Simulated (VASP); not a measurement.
Wanted: the native input for a VASP 6.6.1 run.

* Task: relaxation of cell and atoms
* Functional: PBEsol
* Dispersion: D3(BJ)
* Potentials or basis: VASP PAW PBE potentials, release 64 (Ca_sv_GW)
* Cutoff: 680 eV
* k mesh: 9 × 9 × 9
* Occupations: methfessel-paxton, width 0.2 eV
* Spin: no spin polarisation
* Further INCAR settings: ALGO = Normal; EDIFF = 1e-07; IBRION = 2; EDIFFG = -0.01; NSW = 60; ISIF = 3

The structure of Ca lies in POSCAR:

```
Ca
1.0
   -2.1132125128      2.1132125128      2.1045016218
    2.1132125128     -2.1132125128      2.1045016218
    2.1132125128      2.1132125128     -2.1045016218
Ca
1
Direct
    0.5000000000      0.5000000000      0.0000000000
```

This isn't the form of Ca at room conditions, which is fcc.

The cell isn't the ideal one: volume scaled by 0.88.

These files were run (other wordings do the same):

INCAR

```
PREC = Accurate
ENCUT = 680
EDIFF = 1E-7
ISMEAR = 1
SIGMA = 0.2
LREAL = False
LASPH = True
NELM = 80
ALGO = Normal
ISIF = 3
LWAVE = False
LCHARG = False
GGA = PS
IVDW = 12
IBRION = 2
NSW = 60
EDIFFG = -0.01
```

KPOINTS

```
regular mesh
0
Gamma
  9 9 9
```

Potentials or basis: VASP PAW PBE potentials, release 64 (Ca_sv_GW).

Run with:

```bash
$ cat potpaw_PBE.64/Ca_sv_GW/POTCAR > POTCAR
$ mpirun -np 1 vasp_std > vasp.out
```

Results of the run:

- Relaxed volume: 37.67 Å³/atom
- Relaxed cell: a = 3.658 Å, b = 3.658 Å, c = 3.658 Å, α = 109.36°, β = 109.36°, γ = 109.70°
- Space group after relaxing (to 0.05 Å): Im-3m (No. 229)
- Energy gained by relaxing: 0.0 meV/atom
- Ionic steps: 2
- Pressure after relaxing: 0.0 GPa
- Band gap on the k mesh: none (metal or under the smearing width)
- Dispersion energy per atom: -0.269 eV

Caveat: the PAW data sets were made with another functional, which shifts forces and pressure a little; pairwise dispersion overbinds metals, which lowers pressure and volume.

Run time: 42 s on 1 thread of Intel(R) Xeon(R) Platinum 8559C (Emerald Rapids), with other jobs on the host, peak memory 0.2 GiB.
